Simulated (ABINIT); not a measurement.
Runs of ABINIT 10.8.3 (patched build) on PbSe (Clausthalite). It takes space group Fm-3m (No. 225, cubic). Conventional cell: a = 6.121 Å, b = 6.121 Å, c = 6.121 Å, α = 90.00°, β = 90.00°, γ = 90.00°. Pb (site symmetry m-3m) has 6 Se at 3.06 Å as nearest neighbours. Around Se (site symmetry m-3m) lie 6 Pb at 3.06 Å. 

| task | level | potentials or basis | spin | cell | k mesh | cutoff (eV) | fine-grid cutoff | gap on the mesh (eV) | pressure (GPa) | V0 of scaled cells (Å³/atom) | B0 (GPa) |
| --- | --- | --- | --- | --- | --- | --- | --- | --- | --- | --- | --- |
| single point | PBE | PseudoDojo NC SR PBE v0.4.1 standard | off | cell relaxed | 6 × 6 × 6 | 1061 | - | (b) | -0.2 | - | - |
| band structure | PBE | JTH PAW PBE v2.0 sp | off | as given | 8 × 8 × 8 | 408 | 816.342 eV | 0.31 | 2.4 | - | - |
| equation of state | AM05 | JTH PAW PBE v2.0 sp | off | as given | 8 × 8 × 8 | 408 | 816.342 eV | - | - | (c) | 52 |
| band structure | LDA-PZ | JTH PAW LDA v2.0 sp | off | as given | 8 × 8 × 8 | 408 | 816.342 eV | 0.20 | -2.1 | - | - |
| equation of state | LDA-VWN | JTH PAW LDA v2.0 | off | as given | 8 × 8 × 8 | 463 | 925.187 eV | - | - | 27.52 | 58 |
| equation of state | LDA-VWN | JTH PAW LDA v2.0 sp | off | as given | 8 × 8 × 8 | 408 | 816.342 eV | - | - | (a) | 59 |
| band structure | PBEsol | JTH PAW PBE v2.0 sp | SOC, no magnetisation | as given | 8 × 8 × 8 | 408 | 816.342 eV | 0.19 | -0.7 | - | - |

Alike in all rows: smearing fermi-dirac 0.05 eV.

Q: Fill in the values left out.

A: (a) 27.58; (b) 0.44; (c) 28.75.

Caveats: this set keeps more shells in the core, which shifts pressures and gaps (some runs); spin-orbit coupling is left out, which as a rule narrows the gap of such compounds by several tenths of an eV (some runs); pressures at fixed basis lie under the slope of the energies (some runs); the PAW data sets were made with another functional, which shifts forces and pressure a little (some runs).

A k mesh can miss the band edges, and rows without SOC leave out spin-orbit coupling on Pb, Se.

The runs don't all hold the same shells in valence.
